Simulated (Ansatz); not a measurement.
# CaCd3N: from a guess to a relaxed structure

Aim: relax a trial structure of CaCd3N and see where it ends.

Computed with Ansatz 0.2.0 (DFT PBE, scalar-relativistic, plane waves, PAW, unless a step's input says otherwise).

### Step 1. The system as given

Symmetry: Pm-3m, No. 221, cubic system. Conventional cell: a = 4.505 Å, b = 4.505 Å, c = 4.505 Å, α = 90.00°, β = 90.00°, γ = 90.00°. Ca (site symmetry m-3m) has 6 Cd at 2.25 Å as nearest neighbours. Cd (site symmetry 4/mmm) has 2 Ca at 2.25 Å and 8 Cd at 3.19 Å and 4 N at 3.19 Å as nearest neighbours. Around N (site symmetry m-3m) lie 12 Cd at 3.19 Å.

Structure file:

```xyz
5
Lattice="4.5052 0.0000 0.0000 0.0000 4.5052 0.0000 0.0000 0.0000 4.5052" Properties=species:S:1:pos:R:3 pbc="T T T"
Ca    2.2526    2.2526    2.2526
Cd    0.0000    2.2526    2.2526
Cd    2.2526    0.0000    2.2526
Cd    2.2526    2.2526    0.0000
N     0.0000    0.0000    0.0000
```

A structure generator made this guess: species swapped into a database cell of TiPbO3 (Pm-3m, No. 221), with Ca on the Ti sites, N on the Pb sites and Cd on the O sites. Its size is a rough estimate.

### Step 2. The guess as it stands, on a coarse mesh

Input file input.yaml:

```yaml
crystal:
  lattice:
    - [4.50524123, 0.0, 0.0]
    - [0.0, 4.50524123, 0.0]
    - [0.0, 0.0, 4.50524123]
  atoms:
    - { symbol: Ca, position: [0.5, 0.5, 0.5] }
    - { symbol: Cd, position: [0.0, 0.5, 0.5] }
    - { symbol: Cd, position: [0.5, 0.0, 0.5] }
    - { symbol: Cd, position: [0.5, 0.5, 0.0] }
    - { symbol: "N", position: [0.0, 0.0, 0.0] }
basis:
  ecutwfc: 420
kpoints:
  mp_grid: { grid: [4, 4, 4] }
hamiltonian:
  xc: pbe
scf:
  occupations: { method: gaussian, width: 0.1 }
  lower_state_search: "off"
output:
  forces: true
  stress: true
  eigenvalues: true
```

Started as:

```console
$ ansatz run input.yaml --threads 1 --pin off --max-ram 2048MiB --backend cpu --events-out ev --progress --plain --runs-dir out
```

Further runs follow: spin check on a coarse mesh; coarse relaxation; final relaxation.

What does the calculation give? Wanted: conventional cell; volume; energy over the elements; gap on the mesh; total moment.

The runs gave:

| quantity | value |
| --- | --- |
| symmetry at the end (tolerance 0.05 Å) | space group Pm-3m (No. 221) |
| conventional cell | a = 6.428 Å, b = 6.428 Å, c = 6.428 Å, α = 90.00°, β = 90.00°, γ = 90.00° |
| volume | 53.13 Å³/atom |
| energy over the elements (uncorrected; H, N, O, F and Cl as molecules) | +1.41 eV/atom |
| gap on the mesh | none (metal) |
| total moment | 2.42 μB/cell |

**Reading.** The space group Pm-3m (No. 221) is kept, and the volume per atom grows by 190.5 % from the first guess. With a positive formation energy it can't be a ground state. No finished test with a distortion of lower symmetry is shown, so the end may be a saddle point. Other magnetic orders were not searched.
